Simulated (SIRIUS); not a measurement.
Here is a SIRIUS 7.10.0 calculation.

The input sirius.json:

```json
{
  "control": {
    "processing_unit": "cpu",
    "verbosity": 2,
    "num_bands_to_print": 15,
    "print_forces": true,
    "print_stress": true
  },
  "parameters": {
    "electronic_structure_method": "pseudopotential",
    "xc_functionals": ["XC_GGA_X_PBE", "XC_GGA_C_PBE"],
    "gk_cutoff": 9.1,
    "pw_cutoff": 18.2,
    "ngridk": [11, 7, 7],
    "shiftk": [0, 0, 0],
    "smearing": "fermi_dirac",
    "smearing_width": 0.0018374661,
    "num_bands": 15,
    "num_mag_dims": 0,
    "num_dft_iter": 100,
    "energy_tol": 1e-08,
    "density_tol": 1e-06
  },
  "iterative_solver": {
    "type": "davidson",
    "min_tolerance": 1e-09,
    "tolerance_scale": [0.1, 0.25]
  },
  "mixer": {
    "type": "anderson",
    "beta": 0.7,
    "max_history": 8
  },
  "settings": {
    "tol_ne": 1e-10,
    "pseudo_grid_cutoff": 6.5
  },
  "unit_cell": {
    "lattice_vectors": [
      [-4.641167362081, 0.0, 0.0],
      [0.0, 4.019447467079, 6.326803065247],
      [0.0, 4.019447467079, -6.326803065247]
    ],
    "atom_coordinate_units": "lattice",
    "atom_types": ["C"],
    "atom_files": {
      "C": "C.json"
    },
    "atoms": {
      "C": [
        [0.48243838, 0.66582131, 0.66620195],
        [0.00773627, 0.17242007, 0.18283503],
        [0.4728288, 0.34457306, 0.34009647],
        [0.03699654, 0.81718557, 0.81086655]
      ]
    }
  }
}
```

Potentials or basis: PseudoDojo 0.4.1 PBE standard (scalar relativistic).

The run is started by

```bash
$ upf_to_json C.upf
$ OMP_NUM_THREADS=1 sirius.scf --input=sirius.json --output=out.json --task=0
```

Question: What does it give for the largest force?

Answer: 11.560 eV/Å.

Question: Predict the pressure.

Answer: 15.1 GPa.

Forces in eV/Å, atoms in the order of the input:
```
C   -7.833 -1.831  0.288
C    3.190 -3.583  0.809
C   -4.021 -2.219 -0.560
C    8.664  7.633 -0.538
```

Caveat: so large a pressure means that the cell lies far from this level's equilibrium, or that cutoff or potentials fall short; forces of over 1 eV/Å show positions far from the minimum, so gaps and moduli don't describe the material at rest.
